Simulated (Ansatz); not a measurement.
# Thickness series of a Ti/LiH/Ti junction

How fast does the current through Ti/LiH/Ti fall with each added layer? Both electrodes are Ti hcp(0001); the barrier is LiH rock salt(111) (Li and Li faces). In the first transport cell, after relaxation, the nearest pair of electrode and barrier is Ti–Li at 3.16 Å, at a slant, at the lower face and Ti–Li at 3.17 Å, at a slant, at the upper one. All share a net of side 2.93 Å, which strains the lower electrode by +0.0 % and the barrier by +3.3 %, against typed lattice constants near PBE's. The first steps treat the bulk electrodes alone.

Program: Ansatz 0.2.0. Level of theory: PBE DFT, plane waves, PAW files, in the first sound run; inputs show where later runs differ. Results are calculated unless marked as measured.

### 1. Starting point

Symmetry: P6_3/mmc, No. 194, hexagonal system. The conventional cell has a = 2.930 Å, b = 2.930 Å, c = 4.650 Å, α = 90.00°, β = 90.00°, γ = 120.00°. Nearest to Ti lie 12 Ti at 2.88 to 2.93 Å.

### 2. Layer spacing of the electrode

The electrode is held to the junction's net and relaxed along the normal; its spacing is used for the ideal lead layers.

input.yaml

```yaml
crystal:
  lattice:
    - [2.93, 0.0, 0.0]
    - [-1.465, 2.5374544331, 0.0]
    - [0.0, 0.0, 4.65]
  atoms:
    - { symbol: Ti, position: [0.0, 0.0, 0.0] }
    - { symbol: Ti, position: [0.3333333333, 0.6666666667, 0.5] }
kpoints:
  mp_grid: { grid: [18, 18, 7] }
scf:
  occupations: { method: fermi_dirac, width: 0.1 }
  max_iter: 150
hamiltonian:
  xc: pbe
relax:
  f_tol: 0.01
  max_steps: 40
  cell: { fix: [a, b, angles] }
```

On the command line:

```bash
ansatz run input.yaml --threads 4 --pin off --max-ram 10240MiB --backend cpu --events-out ev --progress --plain --runs-dir out
```

Numbers of over 12 decimals in the logs are rounded to 6 here.

The log of the run:

```text
Engine: ansatz 0.2.0, aarch64-unknown-linux-gnu
Pseudopotentials: kind: paw
Pseudopotential: Ti, paw, valence charge 12, recommended cutoff 420 eV (normal), Ti.paw.azcp
Functional definition: PBE
  parameter kappa = 0.804
  parameter beta = 0.066725
  exchange = pbe_x(kappa = kappa, mu = beta*pi^2/3)
  correlation = pbe_c(beta = beta)
Crystal: 2 atoms, lattice volume = 34.572 Å³
Basis set: ecut = 420 eV, 687 PW (Γ), exchange–correlation on 40×40×64 points (8 copies of the dense FFT grid, shifted against one another)
Bands: 16, of which v1, the nominal top of the filled ones, is band 12 counted from 1 (11 counted from 0)
Symmetry: 24 space group operations
Space group: P63/mmc (ITA 194), of the structure as read, at distance tolerance 3.3e-5 Å
k-points: 148 of 2268
Non-local potential: Ti, projectors of the file, l = 0: 3, l = 1: 2, l = 2: 3, l = 3: 1
PAW form: soft (Blöchl's): semilocal exchange-correlation on the pseudo side does not see the compensation charge
PAW one-centre angular grid: Ti, 590 points (default); XC on 64 Gauss nodes
Initial density: superposition of atomic densities (neutral atoms: chi_scale 0, normalization atom), corrected by the library's trained network
Initial wavefunctions: pseudopotential atomic-orbital guess
Functional: x = pbe(κ = 0.804, μ = 0.219515), c = pbe(β = 0.066725)
SCF iter   1: F=—  HF=-4999.369219 eV  |F-HF|=—  |Δ(HF+E_count)|=         —  Δρ=4.17e-3  dr2=2.66e-3  ethr=1.77e-3  ⟨swp⟩=3.6  Hψ=9533  notcnv=0
preconditioner: auto → none  [metal: Δε(μ)=0.004 eV  Ē_g=2.849 eV  σ=0.100 eV  W_gap=0.01  n_scr=8 (ndim 8)  ℏωp=17.9 eV  f_vac=0.000  D(μ)=2.19/eV (n_scr^D=22)  sad-step TF]
SCF iter   2: F=—  HF=-4999.368697 eV  |F-HF|=—  |Δ(HF+E_count)|=   5.22e-4  Δρ=2.17e-3  dr2=7.88e-4  ethr=1.11e-5  ⟨swp⟩=1.0  Hψ=3561  notcnv=0
SCF iter   3: F=—  HF=-4999.368905 eV  |F-HF|=—  |Δ(HF+E_count)|=   2.08e-4  Δρ=2.56e-4  dr2=9.63e-6  ethr=3.28e-6  ⟨swp⟩=2.4  Hψ=3466  notcnv=0
SCF iter   4: F=—  HF=-4999.368929 eV  |F-HF|=—  |Δ(HF+E_count)|=   2.40e-5  Δρ=7.72e-5  dr2=1.78e-6  ethr=4.01e-8  ⟨swp⟩=2.2  Hψ=3965  notcnv=0
iter 5 did not close the SCF: its close was put off for the readings that it lacked (scf_convergence_deferred on its scf_iter line)
SCF iter   5: F=-4999.368928 eV  HF=-4999.368928 eV  |F-HF|=2.83e-9  |Δ(HF+E_count)|=   5.37e-7  Δρ=9.09e-6  dr2=1.75e-8  ethr=7.41e-9  ⟨swp⟩=2.2  Hψ=3796  notcnv=0
SCF iter   6: F=-4999.368928 eV  HF=-4999.368928 eV  |F-HF|=8.19e-12  |Δ(HF+E_count)|=   7.07e-9  Δρ=7.11e-7  dr2=1.03e-10  ethr=7.28e-11  ⟨swp⟩=1.9  Hψ=7189  notcnv=0
SCF 1 converged in 6 iterations: F = -4999.368928 eV  dr2 = 1.03e-10
  greatest PAW one-centre occupation: 0.999 electrons in one spin orbital (limit 2), on the Ti atom at site 1 (counted from 0), in its partial waves of l = 0
relax step   1: F+E_penalty+E_count = -4999.36892825 eV  Δ(F+E_penalty+E_count) = +0.000e0 eV  max|allowed force component| = 7.401e-17 eV/Å  Δτ_max = 0.0000 Å  P = +0.841 GPa  Ω = 34.572 Å³  fix = [a, b, alpha, beta, gamma]  reactions: a +0.921, b +0.921 GPa  (6 SCF iters, dr2 threshold 1.00e-7 eV, accepted)
Crystal: 2 atoms, lattice volume = 34.747 Å³
Initial density: handed on by an earlier stage of this run
Initial wavefunctions: those handed on with the density
iter 1 solved again at ethr=5.50e-8 eV; its pass at ethr=3.10e-3 eV (dr2=1.32e-5 eV) is discarded
SCF iter   1: F=—  HF=-4999.369109 eV  |F-HF|=—  |Δ(HF+E_count)|=         —  Δρ=2.74e-4  dr2=2.02e-5  ethr=5.50e-8  ⟨swp⟩=2.3  Hψ=16039  notcnv=0
preconditioner: auto → none  [metal: Δε(μ)=0.007 eV  Ē_g=2.829 eV  σ=0.100 eV  W_gap=0.02  n_scr=8 (ndim 8)  ℏωp=17.8 eV  f_vac=0.000  D(μ)=2.24/eV (n_scr^D=22)]
SCF iter   2: F=—  HF=-4999.369134 eV  |F-HF|=—  |Δ(HF+E_count)|=   2.51e-5  Δρ=1.12e-4  dr2=1.62e-6  ethr=5.50e-8  ⟨swp⟩=3.0  Hψ=4852  notcnv=0
iter 3 did not close the SCF: its close was put off for the readings that it lacked (scf_convergence_deferred on its scf_iter line)
SCF iter   3: F=-4999.369135 eV  HF=-4999.369135 eV  |F-HF|=8.77e-8  |Δ(HF+E_count)|=   6.88e-7  Δρ=3.18e-5  dr2=1.21e-7  ethr=6.73e-9  ⟨swp⟩=2.1  Hψ=2983  notcnv=0
iter 4 did not close the SCF: its close was put off for the readings that it lacked (scf_convergence_deferred on its scf_iter line)
SCF iter   4: F=-4999.369135 eV  HF=-4999.369135 eV  |F-HF|=1.18e-9  |Δ(HF+E_count)|=   1.13e-7  Δρ=3.66e-6  dr2=2.39e-9  ethr=5.05e-10  ⟨swp⟩=2.0  Hψ=2936  notcnv=0
iter 5 did not close the SCF: its close was put off for the readings that it lacked (scf_convergence_deferred on its scf_iter line)
SCF iter   5: F=-4999.369135 eV  HF=-4999.369135 eV  |F-HF|=3.18e-11  |Δ(HF+E_count)|=   1.54e-9  Δρ=4.48e-7  dr2=4.97e-11  ethr=9.96e-12  ⟨swp⟩=2.1  Hψ=3173  notcnv=0
SCF iter   6: F=-4999.369135 eV  HF=-4999.369135 eV  |F-HF|=9.09e-13  |Δ(HF+E_count)|=  1.91e-11  Δρ=5.35e-8  dr2=3.15e-13  ethr=1.00e-12  ⟨swp⟩=1.0  Hψ=5330  notcnv=0
SCF 2 converged in 6 iterations: F = -4999.369135 eV  dr2 = 3.15e-13
relax step   2: F+E_penalty+E_count = -4999.36913506 eV  Δ(F+E_penalty+E_count) = -2.068e-4 eV  max|allowed force component| = 1.203e-16 eV/Å  Δτ_max = 0.0000 Å  P = +0.265 GPa  Ω = 34.747 Å³  energy of the carried Pulay correction = -1.641e-5 eV  fix = [a, b, alpha, beta, gamma]  reactions: a +0.532, b +0.532 GPa  (6 SCF iters, dr2 threshold 2.00e-7 eV, accepted)
Crystal: 2 atoms, lattice volume = 34.697 Å³
iter 1 solved again at ethr=4.68e-9 eV; its pass at ethr=3.10e-3 eV (dr2=1.12e-6 eV) is discarded
SCF iter   1: F=—  HF=-4999.369157 eV  |F-HF|=—  |Δ(HF+E_count)|=         —  Δρ=7.73e-5  dr2=1.63e-6  ethr=4.68e-9  ⟨swp⟩=2.2  Hψ=15523  notcnv=0
preconditioner: auto → none  [metal: Δε(μ)=0.008 eV  Ē_g=2.834 eV  σ=0.100 eV  W_gap=0.02  n_scr=8 (ndim 8)  ℏωp=17.8 eV  f_vac=0.000  D(μ)=2.23/eV (n_scr^D=22)]
iter 2 did not close the SCF: its close was put off for the readings that it lacked (scf_convergence_deferred on its scf_iter line)
SCF iter   2: F=-4999.369182 eV  HF=-4999.369181 eV  |F-HF|=5.11e-8  |Δ(HF+E_count)|=   2.41e-5  Δρ=3.21e-5  dr2=1.32e-7  ethr=4.68e-9  ⟨swp⟩=3.0  Hψ=4868  notcnv=0
iter 3 did not close the SCF: its close was put off for the readings that it lacked (scf_convergence_deferred on its scf_iter line)
SCF iter   3: F=-4999.369182 eV  HF=-4999.369182 eV  |F-HF|=6.79e-9  |Δ(HF+E_count)|=   5.32e-8  Δρ=8.94e-6  dr2=9.64e-9  ethr=5.52e-10  ⟨swp⟩=2.1  Hψ=2976  notcnv=0
iter 4 did not close the SCF: its close was put off for the readings that it lacked (scf_convergence_deferred on its scf_iter line)
SCF iter   4: F=-4999.369182 eV  HF=-4999.369182 eV  |F-HF|=8.64e-11  |Δ(HF+E_count)|=   8.72e-9  Δρ=1.03e-6  dr2=1.96e-10  ethr=4.02e-11  ⟨swp⟩=2.0  Hψ=2934  notcnv=0
iter 5 did not close the SCF: its close was put off for the readings that it lacked (scf_convergence_deferred on its scf_iter line)
SCF iter   5: F=-4999.369182 eV  HF=-4999.369182 eV  |F-HF|=4.55e-12  |Δ(HF+E_count)|=  1.18e-10  Δρ=1.51e-7  dr2=5.01e-12  ethr=1.00e-12  ⟨swp⟩=2.0  Hψ=2951  notcnv=0
SCF iter   6: F=-4999.369182 eV  HF=-4999.369182 eV  |F-HF|=1.82e-12  |Δ(HF+E_count)|=  3.64e-12  Δρ=1.35e-8  dr2=2.38e-14  ethr=1.00e-12  ⟨swp⟩=1.0  Hψ=5328  notcnv=0
SCF 3 converged in 6 iterations: F = -4999.369182 eV  dr2 = 2.38e-14
relax step   3: F+E_penalty+E_count = -4999.36918156 eV  Δ(F+E_penalty+E_count) = -4.650e-5 eV  max|allowed force component| = 3.423e-16 eV/Å  Δτ_max = 0.0000 Å  P = +0.426 GPa  Ω = 34.697 Å³  energy of the carried Pulay correction = -1.178e-5 eV  fix = [a, b, alpha, beta, gamma]  reactions: a +0.641, b +0.641 GPa  (6 SCF iters, dr2 threshold 1.80e-7 eV, accepted)
Initial wavefunctions: pseudopotential atomic-orbital guess (no wavefunctions were taken with the density)
iter 1 solved again at ethr=1.03e-9 eV; its pass at ethr=3.10e-3 eV (dr2=2.48e-7 eV) is discarded
SCF iter   1: F=—  HF=-4999.369169 eV  |F-HF|=—  |Δ(HF+E_count)|=         —  Δρ=5.11e-6  dr2=1.12e-9  ethr=1.03e-9  ⟨swp⟩=3.0  Hψ=16522  notcnv=0
SCF iter   2: F=—  HF=-4999.369193 eV  |F-HF|=—  |Δ(HF+E_count)|=   2.44e-5  Δρ=2.47e-6  dr2=2.38e-10  ethr=4.68e-12  ⟨swp⟩=2.0  Hψ=4403  notcnv=0
SCF iter   3: F=—  HF=-4999.369193 eV  |F-HF|=—  |Δ(HF+E_count)|=   1.56e-9  Δρ=1.01e-6  dr2=3.58e-11  ethr=1.00e-12  ⟨swp⟩=2.7  Hψ=4159  notcnv=0
iter 4 did not close the SCF: its close was put off for the readings that it lacked (scf_convergence_deferred on its scf_iter line)
SCF iter   4: F=-4999.369193 eV  HF=-4999.369193 eV  |F-HF|=9.09e-13  |Δ(HF+E_count)|=  3.23e-10  Δρ=1.26e-7  dr2=2.40e-12  ethr=1.00e-12  ⟨swp⟩=1.0  Hψ=2369  notcnv=0
iter 5 did not close the SCF: its close was put off for the readings that it lacked (scf_convergence_deferred on its scf_iter line)
SCF iter   5: F=-4999.369193 eV  HF=-4999.369193 eV  |F-HF|=1.82e-12  |Δ(HF+E_count)|=  3.64e-12  Δρ=2.48e-8  dr2=6.86e-14  ethr=1.00e-12  ⟨swp⟩=1.0  Hψ=2368  notcnv=0
iter 6 did not close the SCF: its close was put off for the readings that it lacked (scf_convergence_deferred on its scf_iter line)
SCF iter   6: F=-4999.369193 eV  HF=-4999.369193 eV  |F-HF|=2.73e-12  |Δ(HF+E_count)|=  1.82e-12  Δρ=7.05e-9  dr2=9.19e-15  ethr=1.00e-12  ⟨swp⟩=1.0  Hψ=2368  notcnv=0
iter 7 did not close the SCF: its close was put off for the readings that it lacked (scf_convergence_deferred on its scf_iter line)
SCF iter   7: F=-4999.369193 eV  HF=-4999.369193 eV  |F-HF|=3.64e-12  |Δ(HF+E_count)|=  9.09e-13  Δρ=1.81e-9  dr2=4.08e-16  ethr=1.00e-12  ⟨swp⟩=1.0  Hψ=2368  notcnv=0
SCF iter   8: F=-4999.369193 eV  HF=-4999.369193 eV  |F-HF|=9.09e-13  |Δ(HF+E_count)|=  9.09e-13  Δρ=6.40e-10  dr2=6.95e-17  ethr=1.00e-12  ⟨swp⟩=1.0  Hψ=5338  notcnv=0
SCF 4 converged in 8 iterations: F = -4999.369193 eV  dr2 = 6.95e-17
relax step   4: F+E_penalty+E_count = -4999.36919299 eV  Δ(F+E_penalty+E_count) = -1.143e-5 eV  max|allowed force component| = 3.146e-16 eV/Å  Δτ_max = 0.0000 Å  P = +0.426 GPa  Ω = 34.697 Å³  fix = [a, b, alpha, beta, gamma]  reactions: a +0.640, b +0.640 GPa  stress off target by 3.30e-3 GPa on what of the cell is left free  SCF on the basis re-selected at this cell (its energy is not comparable with the rows above)  (8 SCF iters)
basis re-selected at this cell: Δ(F+E_penalty+E_count) = -1.143e-5 eV, ΔP = -0.001 GPa vs the last step (what re-selecting the basis moved, of the pressure what is left beyond the Pulay correction that the steps carried, after the strain that the cell walked since its last selection, with what the two solves' SCF thresholds leave and, on support functions, any second-order correction that the steps lacked; it is no m [...]
SCF converged after 8 iterations
Free energy (F): -4999.369193 eV
Harris-Foulkes:  -4999.369193 eV  (|F-HF|=9.09e-13)
Internal energy: -4999.292254 eV  (E = F + TS)
E sigma→0 (E₀):  -4999.330724 eV
Entropy (-TS):   -0.076938 eV (-38.469 meV/atom)
Fermi energy:    13.377879 eV
--- Per-component energies (eV) ---
  E_band       = -314.259918
  E_kinetic    = 544.848174
  E_local      = -1624.386065  (includes V_loc(G=0)·N_el)
  E_nonlocal   = 16.122929
  E_hartree    = 667.399577
  E_xc         = -194.959677
  E_vxc        = -243.907300  (∫ρ·V_xc dr)
  E_paw        = -2095.150331  (= ΣΔE_a)
  E_vpaw       = -341.737037  (= ΣTr[D̂ρ^β])
  E_aug_tail   = 0.000226  (compensation charges beyond the density's cutoff)
  E_ewald      = -2313.167089
  E_smearing   = -0.076938  (= −TS)
  E_closure    = -0.000000  (closes the sum)
  Σ components = -4999.369193   (vs F -4999.369193, Δ=0.00e0)
--- Forces (eV/Å), atoms counted from 1 ---
  atom   1  Ti     0.00000000     0.00000000    -0.00000000
  atom   2  Ti     0.00000000    -0.00000000     0.00000000
  max |Σ_I F_I| component: 7.40e-17 eV/Å
--- Stress (GPa, compression-positive) ---
        0.640248       0.000000       0.000000
        0.000000       0.640248      -0.000000
        0.000000      -0.000000      -0.003297
  P = ⅓ Tr σ = 0.4257 GPa (4.257 kbar)
--- Band table (eV; the first three rows and the last of 148) ---
  k-point 0: bands = [... 8 lower, 7.2112, 10.7119, 14.1145, 14.1858, 14.1858, 14.2646, 14.6771, 14.6771]
  k-point 1: bands = [... 8 lower, 7.3820, 10.6173, 13.8466, 14.1148, 14.1148, 14.1708, 14.5883, 14.5883]
  k-point 2: bands = [... 8 lower, 7.8742, 10.2308, 13.4446, 13.9204, 14.0321, 14.0321, 14.3848, 14.3848]
  k-point 147: bands = [... 8 lower, 12.1064, 12.1883, 12.3106, 12.3106, 13.2060, 13.2060, 14.9495, 15.2720]
--- Relaxed structure (3 steps of the walk, 3 accepted, 1 SCFs on fresh bases) ---
  F+E_penalty+E_count = -4999.36919299 eV   max|allowed force component| = 3.146e-16 eV/Å   (the final SCF, on the basis selected at the relaxed cell)
  cell:  # Å, volume = 34.6972 Å³
    - [2.930000, 0, 0.0]
    - [-1.465000, 2.537454, 0.0]
    - [0.0, 0.0, 4.666897]
  atoms:
    - { symbol: Ti, position: [9.251858539620026e-18, -5.0885221963063393e-17, 0.0] }
    - { symbol: Ti, position: [0.333333, 0.666667, 0.5] }
```

Run time: 3.7 s. Hardware: 4 threads of Arm Neoverse V2, shared host; peak memory 0.39 GiB.

Step by step:

```csv
step,energy less that of the first step (eV),largest force component (eV/Å),pressure (GPa),volume (Å³)
1,0.0000,0.0000,0.84,34.57
2,-0.0002,0.0000,0.27,34.75
3,-0.0003,0.0000,0.43,34.70
4*,-0.0003,0.0000,0.43,34.70
```

Relaxation steps marked * repeat the geometry before them on a plane-wave basis chosen anew for their cell, so energy and pressure can jump there.

Forces are held to the 24 operations that the run works with; a distortion that breaks them can't arise in this run.

```
conventional cell, symmetrised  before  after  change
                         a (Å)   2.930  2.930  +0.0 %
                         b (Å)   2.930  2.930  +0.0 %
                         c (Å)   4.650  4.667  +0.4 %
              volume (Å³/atom)   17.29  17.35  +0.4 %
```

Final coordinates:

```xyz
2
Lattice="2.9300 0.0000 0.0000 -1.4650 2.5375 0.0000 0.0000 0.0000 4.6669" Properties=species:S:1:pos:R:3 pbc="T T T"
Ti    0.0000    0.0000    0.0000
Ti    0.0000    1.6916    2.3334
```

Numbers from this step:

* free energy: -4999.3692 eV
* Fermi energy: 13.38 eV
* pressure: 0.4257 GPa

[end of part 1 of 7]

[Logs are printed without paths, hosts, clocks, repeated set-up lines and the standing remarks that a program may print on its own settings, such as how far it seeks lower states.]

[Hosts, paths, dates, database ids (printed as entryN), source tags and the programs' standing remarks are cut or masked in the printed files.]
